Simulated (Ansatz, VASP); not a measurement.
# Two plane-wave programs on MoH3

The input INCAR:

```
PREC = Accurate
ENCUT = 520
EDIFF = 1E-6
ISMEAR = 0
SIGMA = 0.1
LREAL = F
LASPH = T
NELM = 80
ALGO = Normal
ISIF = 2
LWAVE = F
LCHARG = F
GGA = PS
NBANDS = 16
```

Contents of KPOINTS:

```
Automatic mesh
0
Gamma
  14 14 14
```

File POSCAR:

```
MoH3
1.0
    3.0162761105      0.0000000000      0.0000000000
    0.0000000000      3.0162761105      0.0000000000
    0.0000000000      0.0000000000      3.0162761105
Mo H
1 3
Direct
    0.0000000000      0.0000000000      0.0000000000
    0.0000000000      0.5000000000      0.5000000000
    0.5000000000      0.0000000000      0.5000000000
    0.5000000000      0.5000000000      0.0000000000
```

Input for Ansatz:

```yaml
crystal:
  lattice:
    - [3.0162761105, 0.0, 0.0]
    - [0.0, 3.0162761105, 0.0]
    - [0.0, 0.0, 3.0162761105]
  atoms:
    - { symbol: Mo, position: [0.0, 0.0, 0.0] }
    - { symbol: H, position: [0.0, 0.5, 0.5] }
    - { symbol: H, position: [0.5, 0.0, 0.5] }
    - { symbol: H, position: [0.5, 0.5, 0.0] }
basis:
  ecutwfc: 420
kpoints:
  mp_grid: { grid: [14, 14, 14] }
hamiltonian:
  xc: pbesol
scf:
  occupations: { method: gaussian, width: 0.1 }
output:
  forces: true
  stress: true
  eigenvalues: true
  populations: true
  write_density: true
  write_potential: true
  elf: true
  volumetric_format: npy
```

Alike in both runs: task single point; functional PBEsol; k mesh 14 × 14 × 14; occupations gaussian, width 0.1 eV; no spin polarisation.

```csv
,VASP,Ansatz
version,VASP 6.6.1,Ansatz 0.2.0
potentials or method,"VASP PAW PBE potentials, release 64 (Mo_sv, H)","scalar-relativistic, plane waves, PAW"
plane-wave cutoff (eV),520,420
valence electrons in the cell,17,17
```

|  | VASP | Ansatz | Ansatz less VASP |
| --- | --- | --- | --- |
| gap on the k mesh at the Fermi level (eV) | none | none | - |
| pressure (GPa) | -22.2 | -22.2 | +0.01 |

A gap of «none» marks a metal or a gap that the smearing closes. The functional is the same, so the differences come from potentials, cutoffs and numerics.

Caveats: so large a pressure means that the cell lies far from this level's equilibrium, or that cutoff or potentials fall short (VASP); the potentials were made for another functional, which shifts forces and pressure (VASP).
